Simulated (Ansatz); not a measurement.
## CuO in Ansatz: the effect of functional

Crystal: CuO.

```
Cu O
1.0
     0.00000    2.32725    2.32725
     2.32725    0.00000    2.32725
     2.32725    2.32725    0.00000
Cu O
1 1
Direct
  0.00000 0.00000 0.00000
  0.25000 0.25000 0.25000
```

Measurements of this composition are mostly on another form, of space group No. 15.

Alike in all runs:

* Program: Ansatz 0.2.0
* Potentials or basis: Ansatz PAW
* k mesh: 6 × 6 × 6
* Occupations: fermi-dirac, width 0.05 eV
* Spin: no spin polarisation

Question: One run gave: pressure -20.6 GPa. Which functional did it use?
A. r2SCAN0
B. r2SCAN
C. RPBE
D. LDA
E. HSE06

Answer: D.

```tsv
functional	cutoff	pressure (GPa)
LDA	420 eV (not typed: the program's choice for these potentials)	-20.6
PBE	420 eV (not typed: the program's choice for these potentials)	-9.5
PBEsol	420 eV (not typed: the program's choice for these potentials)	-15.5
RPBE	420 eV (not typed: the program's choice for these potentials)	-5.1
revPBE	420 eV (not typed: the program's choice for these potentials)	-6.3
BLYP	420 eV (not typed: the program's choice for these potentials)	-5.1
r2SCAN	500 eV (not typed: the program's choice for these potentials)	-14.8
HSE06	420 eV (not typed: the program's choice for these potentials)	-13.2
PBE0	420 eV (not typed: the program's choice for these potentials)	-13.7
r2SCAN0	500 eV (not typed: the program's choice for these potentials)	-16.8
```

Caveats: all runs use coarse meshes; an odd number of electrons without spin polarisation forces a metal; a magnetic or distorted state may lie lower; the run has no spin polarisation, though such a crystal can be magnetic; the PAW data sets come from PBE, with cores solved anew for the run's functional, which leaves a small shift of forces and pressure (some runs); the thresholds are loose for stress (some runs).
